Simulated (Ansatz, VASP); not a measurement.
## One calculation of LiH, two programs

```xyz
2
Lattice="2.0424 2.0424 0.0000 -2.0424 2.0424 0.0000 0.0000 2.0424 1.9904" Properties=species:S:1:pos:R:3 pbc="T T T"
Li    0.0000    0.0000    0.0000
H     0.0000    2.0424    0.0000
```

Change from the starting cell: film at in-plane strain +0.02.

Alike in both runs: task single point; functional r2SCAN; k mesh 10 × 10 × 10; no spin polarisation.

|  | VASP | Ansatz |
| --- | --- | --- |
| version | VASP 6.6.1 | Ansatz 0.2.0 |
| potentials or method | VASP PAW PBE potentials, release 64 (Li_sv, H) | PAW with Ansatz's default frozen-core files, scalar-relativistic |
| plane-wave cutoff (eV) | 520 | 500 |
| occupations | gaussian, width 0.01 eV | fixed |
| valence electrons in the cell | 4 | 4 |

VASP gave:

```
gap on the k mesh at the Fermi level (eV) : 3.36
```

What did Ansatz give for the same quantities?

gap on the k mesh at the Fermi level (eV): 3.40.

 A k mesh can miss the band edges.
